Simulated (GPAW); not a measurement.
# Al (Fm-3m) in GPAW: settings compared

Aim: see how the results for Al move with the level of theory and the settings. Levels: BLYP, rSCAN+D3(BJ), revPBE+D3, r2SCAN. Tasks: equation of state, band structure.

Everything below comes from runs of GPAW 26.7.0. Logs are shortened: lines on timing, memory, paths and dates and some standing lists are left out, and cuts for length are marked. The log counts tension as positive stress, the text compression.

**The experiment to reproduce.**

“The interpretation of polycrystalline coherent inelastic neutron scattering from aluminium”, 2013, pmc:3831299 quotes, for a bulk crystal of Al: bulk modulus 76.9 GPa.

The results are compared with them further down.

## (1) Starting point

Symmetry: Fm-3m, No. 225, cubic system. Conventional cell: a = 4.050 Å, b = 4.050 Å, c = 4.050 Å, α = 90.00°, β = 90.00°, γ = 90.00°. Al (site symmetry m-3m) has 12 Al at 2.86 Å as nearest neighbours.

## (2) Equation of state, BLYP

run.py reads:

```python
from ase.eos import EquationOfState
from ase.io import Trajectory, read
from ase.units import GPa
from gpaw import GPAW, PW, setup_paths

setup_paths.insert(0, '.')

atoms = read('POSCAR')

traj = Trajectory('eos.traj', 'w')
volumes, energies = [], []
for x in [0.94, 0.96, 0.98, 1.0, 1.02, 1.04, 1.06]:
    a = atoms.copy()
    a.set_cell(atoms.cell * x**(1 / 3), scale_atoms=True)
    calc = GPAW(mode=PW(600),
                xc='BLYP',
                kpts={'size': (11, 11, 11), 'gamma': True},
                occupations={'name': 'fermi-dirac', 'width': 0.05},
                nbands=7,
                convergence={'density': 1e-05, 'energy': 1e-05},
                eigensolver='davidson',
                maxiter=150,
                txt=f'eos-{x:.2f}.txt')
    a.calc = calc
    energies.append(a.get_potential_energy(force_consistent=True))
    volumes.append(a.get_volume())
    p = -a.get_stress()[:3].mean() / GPa
    calc.write(f'eos-{x:.2f}.gpw')
    traj.write(a)
    print(f'{x:.2f} {volumes[-1]:10.4f} A^3 {energies[-1]:14.6f} eV {p:9.3f} GPa', flush=True)

v0, e0, B = EquationOfState(volumes, energies, eos='birchmurnaghan').fit()
print(f'V0 = {v0:.4f} A^3, E0 = {e0:.6f} eV, B0 = {B / GPa:.2f} GPa')
```

POSCAR reads:

```
Al
1.0
    0.0000000000      2.0248050000      2.0248050000
    2.0248050000      0.0000000000      2.0248050000
    2.0248050000      2.0248050000      0.0000000000
Al
1
Direct
    0.0000000000      0.0000000000      0.0000000000
```

Potentials or basis: PAW data sets generated in the run's folder for this functional, pw.

Started as:

```
> gpaw-setup -f BLYP Al
> OMP_NUM_THREADS=1 python run.py
```

What it wrote:

```text
__  _  _
 | _ |_)|_||  |
 |__||  | ||/\| - 26.7.0

Input parameters:
  mode=PW(ecut=600.0),
  convergence={'density': 1e-05, 'energy': 1e-05},
  eigensolver=Davidson(niter=2),
  kpts=MonkhorstPack(size=(11, 11, 11), gamma=True),
  maxiter=150,
  nbands=7,
  occupations=Occupations(name='fermi-dirac', width=0.05),
  xc=XC(name='BLYP')

Diagonalizing LCAO Hamiltonian
Converting LCAO to pw mode

       Al

Atoms  # Å, Bohr magnetons
|   | symbol |        x |        y |        z |    initial magnetic moments |
|---|--------|----------|----------|----------|-----------------------------|
| 0 |     Al | 0.000000 | 0.000000 | 0.000000 | ( 0.0000,  0.0000,  0.0000) |

Unit cell  # Å
| periodic |        x |        y |        z |  lengths |    angles |
|----------|----------|----------|----------|----------|-----------|
|      yes | 0.000000 | 1.983471 | 1.983471 | 2.805051 | 60.000000 |
|      yes | 1.983471 | 0.000000 | 1.983471 | 2.805051 | 60.000000 |
|      yes | 1.983471 | 1.983471 | 0.000000 | 2.805051 | 60.000000 |

Number of symmetries: 48
Symmetry operations  # r_c * U_cc + t_c -> r_c
|    | kind |            matrix            |
|----|------|------------------------------|
|  0 |  σ   |  1, 0, 0,  1, 0,-1,  1,-1, 0 |
|  1 |  C2  |  1, 0, 0,  1,-1, 0,  1, 0,-1 |
|  2 |  E   |  1, 0, 0,  0, 1, 0,  0, 0, 1 |
|  3 |  σ   |  1, 0, 0,  0, 0, 1,  0, 1, 0 |
|  4 |  C4  |  1, 0,-1,  1, 0, 0,  1,-1, 0 |
|  5 |  S6  |  1, 0,-1,  1,-1, 0,  1, 0, 0 |
|  6 |  σ   |  1, 0,-1,  0, 1,-1,  0, 0,-1 |
|  7 |  C3  |  1, 0,-1,  0, 0,-1,  0, 1,-1 |
|  8 |  S6  |  1,-1, 0,  1, 0, 0,  1, 0,-1 |
|  9 |  C4  |  1,-1, 0,  1, 0,-1,  1, 0, 0 |
| 10 |  C3  |  1,-1, 0,  0,-1, 1,  0,-1, 0 |
| 11 |  σ   |  1,-1, 0,  0,-1, 0,  0,-1, 1 |
| 12 |  σ   |  0, 1, 0,  1, 0, 0,  0, 0, 1 |
| 13 |  C4  |  0, 1, 0,  0, 1,-1, -1, 1, 0 |
| 14 |  C3  |  0, 1, 0,  0, 0, 1,  1, 0, 0 |
| 15 |  S6  |  0, 1, 0, -1, 1, 0,  0, 1,-1 |
| 16 |  C2  |  0, 1,-1,  1, 0,-1,  0, 0,-1 |
| 17 |  σ   |  0, 1,-1,  0, 1, 0, -1, 1, 0 |
| 18 |  S4  |  0, 1,-1,  0, 0,-1,  1, 0,-1 |
| 19 |  C4  |  0, 1,-1, -1, 1, 0,  0, 1, 0 |
| 20 |  C3  |  0, 0, 1,  1, 0, 0,  0, 1, 0 |
| 21 |  σ   |  0, 0, 1,  0, 1, 0,  1, 0, 0 |
| 22 |  S6  |  0, 0, 1,  0,-1, 1, -1, 0, 1 |
| 23 |  C4  |  0, 0, 1, -1, 0, 1,  0,-1, 1 |
| 24 |  S4  |  0, 0,-1,  1, 0,-1,  0, 1,-1 |
| 25 |  C3  |  0, 0,-1,  0, 1,-1,  1, 0,-1 |
| 26 |  C2  |  0, 0,-1,  0,-1, 0, -1, 0, 0 |
| 27 |  S6  |  0, 0,-1, -1, 0, 0,  0,-1, 0 |
| 28 |  S4  |  0,-1, 1,  1,-1, 0,  0,-1, 0 |
| 29 |  C4  |  0,-1, 1,  0, 0, 1, -1, 0, 1 |
| 30 |  C2  |  0,-1, 1,  0,-1, 0,  1,-1, 0 |
| 31 |  σ   |  0,-1, 1, -1, 0, 1,  0, 0, 1 |
| 32 |  C3  |  0,-1, 0,  1,-1, 0,  0,-1, 1 |
| 33 |  S6  |  0,-1, 0,  0, 0,-1, -1, 0, 0 |
| 34 |  S4  |  0,-1, 0,  0,-1, 1,  1,-1, 0 |
| 35 |  C2  |  0,-1, 0, -1, 0, 0,  0, 0,-1 |
| 36 |  C2  | -1, 1, 0,  0, 1, 0,  0, 1,-1 |
| 37 |  S6  | -1, 1, 0,  0, 1,-1,  0, 1, 0 |
| 38 |  S4  | -1, 1, 0, -1, 0, 1, -1, 0, 0 |
| 39 |  C3  | -1, 1, 0, -1, 0, 0, -1, 0, 1 |
| 40 |  S6  | -1, 0, 1,  0, 0, 1,  0,-1, 1 |
| 41 |  C2  | -1, 0, 1,  0,-1, 1,  0, 0, 1 |
| 42 |  C3  | -1, 0, 1, -1, 1, 0, -1, 0, 0 |
| 43 |  S4  | -1, 0, 1, -1, 0, 0, -1, 1, 0 |
| 44 |  C2  | -1, 0, 0,  0, 0,-1,  0,-1, 0 |
| 45 |  i   | -1, 0, 0,  0,-1, 0,  0, 0,-1 |
| 46 |  σ   | -1, 0, 0, -1, 1, 0, -1, 0, 1 |
| 47 |  C2  | -1, 0, 0, -1, 0, 1, -1, 1, 0 |

BZ-sampling:
  Number of BZ points: 1331
  Number of IBZ points: 56

  Monkhorst-Pack size: [11, 11, 11]
  Monkhorst-Pack shift: [0, 0, 0]

K-points  # in reciprocal-cell coordinates
|     |                                coordinates |     weight |
|-----|--------------------------------------------|------------|
|   0 | (  0.00000000,   0.00000000,   0.00000000) | 0.00075131 |
|   1 | (  0.09090909,   0.09090909,   0.00000000) | 0.00450789 |
|   2 | (  0.09090909,   0.09090909,   0.09090909) | 0.00601052 |
|   3 | (  0.18181818,   0.09090909,   0.09090909) | 0.00901578 |
|   4 | (  0.18181818,   0.18181818,   0.00000000) | 0.00450789 |
|   5 | (  0.18181818,   0.18181818,   0.09090909) | 0.01803156 |
|   6 | (  0.18181818,   0.18181818,   0.18181818) | 0.00601052 |
|   7 | (  0.27272727,   0.18181818,   0.09090909) | 0.01803156 |
|   8 | (  0.27272727,   0.18181818,   0.18181818) | 0.01803156 |
|   9 | (  0.27272727,   0.27272727,   0.00000000) | 0.00450789 |
| ... |                                            |            |
|  55 | (  0.45454545,   0.45454545,   0.45454545) | 0.00601052 |

Plane wave coefficients: 534
Cutoff: 600.0 eV

Spin-components: 1 (collinear spins)
Bands:           7
Projectors:      5
Spin-degeneracy: 2
Datatype:        complex128

Parallelization:
  kpt:    1
  domain: 1
  band:   1

Density:
  Valence electrons: 3.0
  Components: 1
  Grid points: [16 16 16]
  Charge: 0.0  # |e|

Potential:
  Grid points: [16 16 16]

species:
  Al:
    name:    Aluminium
    Z:       13.0
    valence: 3
    core:    10
    charge:  0.0  # [|e|]
    compensation charges:
      type: gauss
      rc: 0.34  # [Å]
      lmax: 2
    cutoffs:
      filter: 1.91  # [Å]
      core: 2.36  # [Å]
    projectors
    | kind |    occ | energy [eV] | rcut [Å] |
    |------|--------|-------------|----------|
    |   3s |  2.000 |      -7.631 |    1.085 |
    |   3p |  1.000 |      -2.564 |    1.085 |
    |    s |        |      19.581 |    1.085 |
    |    p |        |      24.648 |    1.085 |
    |    d |        |       0.000 |    1.085 |

    Using partial waves for Al as LCAO basis

Reference energy: -6607.531328  # eV

eigensolver:
  Davidson
  Converge bands: occupied
  niter=2

density mixing:
  MSR1-Mixer
  Pratt-step length: 0.05
  Maximum mixing coefficient: 0.75
  Old densities: 10
  SVD Regularization: 0.005
  Good broyden scale: 1.0
  Trust region scale: 1.0
  Backstep threshold: 4.0
  History deletion threshold: 6.0
  Fourier metric: weight=20.0, sigma=0.015

occupation numbers:
  Fermi-Dirac:
    width: 0.0500  # eV

poisson solver:
  ecut: 4800.0  # eV

xc functional:
  name: BLYP with 2 nearest neighbor stencil

convergence criteria:
- Maximum integral of absolute [dens]ity change: 1e-05 electrons / valence electron
- Maximum [total energy] change in last 3 cyles: 1e-05 eV / valence electron
- Maximum integral of absolute [eigenst]ate change: 4e-08 eV^2 / valence electron
maximum number of iterations: 150

SCF iterations
|iter     | |      energy | eigst |  dens |
|---------|-|-------------|-------|-------|
|iter:   1| |   -2.587524 | -0.19 |       |
|iter:   2| |   -2.589411 | -2.90 | -1.02 |
|iter:   3| |   -2.602219 | -3.61 | -1.05 |
|iter:   4| |   -2.604438 | -4.38 | -1.54 |
|iter:   5| |   -2.604451 | -6.64 | -2.75 |
|iter:   6| |   -2.604454c| -6.95 | -3.15 |
|iter:   7| |   -2.604454c| -8.87c| -4.51 |
|iter:   8| |   -2.604454c| -9.15c| -4.88 |
|iter:   9| |   -2.604454c|-11.79c| -6.28c|

Converged in 9 steps
Energy contributions relative to reference atoms: (reference = -6607.531328)

Energy contributions:
  Kinetic:           6.656491
  Coulomb:          -4.152532
  Zero:             -0.000412
  External:          0.000000
  Xc:               -5.105951
  Entropy:          -0.004100
  Spinorbit:         0.000000
  ----------------------------
  Free energy:      -2.606504
  Extrapolated:     -2.604454

dipole moment: (-6.836526, -6.836526, -6.836526)  # |e|*Ang

Fermi level: 8.188
Eigenvalues  # (at kpt = [0.000, 0.000, 0.000])
| band index |      eig [eV] | occ [0-2] |
|------------|---------------|-----------|
|          0 |        -3.334 |     2.000 |
|          1 |        21.044 |     0.000 |
|          2 |        21.044 |     0.000 |
|          3 |        21.044 |     0.000 |
|          4 |        22.862 |     0.000 |
|          5 |        22.862 |     0.000 |
|          6 |        22.862 |     0.000 |

No gap
No difference between direct/indirect transitions

Stress tensor  # eV/Ang^3
|         x |         y |         z |
|-----------|-----------|-----------|
| -0.051904 |  0.000000 |  0.000000 |
|  0.000000 | -0.051904 |  0.000000 |
|  0.000000 |  0.000000 | -0.051904 |

# Writing to eos-0.94.gpw (mode='')
```

It took 28 s on 1 thread of Arm Neoverse V2, shared host; peak memory 0.16 GiB.

What came out:

* Equilibrium volume: 17.38 Å³/atom
* Bulk modulus: 59 GPa
* Pressure derivative of the bulk modulus: 5.1

Energy against volume, from the lowest point:
```csv
volume (Å³/atom),energy (meV/atom)
15.607,41.20
15.939,26.03
16.271,14.71
16.603,6.85
16.935,2.06
17.267,0.00
17.599,0.35
```

(Continued in part 2 of 2.)
